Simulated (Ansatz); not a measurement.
## Relaxing palladium (bcc)

Level of theory: DFT, PBE, plane waves (420 eV) with PAW, scalar-relativistic in Ansatz 0.2.0.

k-point mesh 10×10×10, Fermi-Dirac smearing 0.05 eV, starting moments 0.50, -0.50 μB. Cell and atoms relax.

Starting structure:

```xyz
2
Lattice="3.0873 0.0000 0.0000 0.0000 3.0873 0.0000 0.0000 0.0000 3.0873" Properties=species:S:1:pos:R:3 pbc="T T T"
Pd    0.0000    0.0000    0.0000
Pd    1.5437    1.5437    1.5437
```

Q: What cell does the relaxation end in?

A: Im-3m with a = 3.137 Å; 15.44 Å³ per atom against 14.71 at the start (4.9 %).

Q: How much energy does the relaxation gain?

A: 19.4 meV per atom.

Q: Which magnetic state does it end in?

A: non-magnetic.
